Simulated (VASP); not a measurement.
A run of VASP 6.6.1:

INCAR

```
SYSTEM = ZnO
ALGO = Normal
EDIFF = 1E-7
EDIFFG = -0.01
ENCUT = 600
GGA = CA
IBRION = 2
ISIF = 4
ISMEAR = 0
LASPH = .True.
LCHARG = .False.
LREAL = .False.
LWAVE = .False.
NELM = 80
NSW = 40
PREC = Accurate
SIGMA = 0.03
```

File KPOINTS:

```
k-points
0
Gamma
  9 9 5
  0 0 0
```

Contents of POSCAR:

```
ZnO                                     
1.0
    3.1939360994      0.0000000000      0.0000000000
   -1.5969680497      2.7660298001      0.0000000000
    0.0000000000      0.0000000000      5.1636354071
  Zn              O             
     2     2
Direct
     0.3333333332999970    0.6666666667000030    0.5003505567281650
     0.6666666667000030    0.3333333332999970    0.0003505567281650
     0.6666666667000030    0.3333333332999970    0.3786594432718360
     0.3333333332999970    0.6666666667000030    0.8786594432718360
```

Potentials or basis: VASP PAW LDA potentials, release 64 (Zn, O).

The run is started by

```bash
$ cat potpaw_LDA.64/Zn/POTCAR potpaw_LDA.64/O/POTCAR > POTCAR
$ mpirun -np 1 vasp_std > vasp.out
```

Hardware: 1 thread of Intel(R) Xeon(R) Platinum 8488C (Sapphire Rapids), on a shared host.

Question: How long does it take, and how much memory?

Answer: It took 27 s on 1 thread of Intel(R) Xeon(R) Platinum 8488C (Sapphire Rapids), with other jobs on the host, peak memory 0.17 GiB. Counts: scf iterations 16, k points 36, ion steps 1.
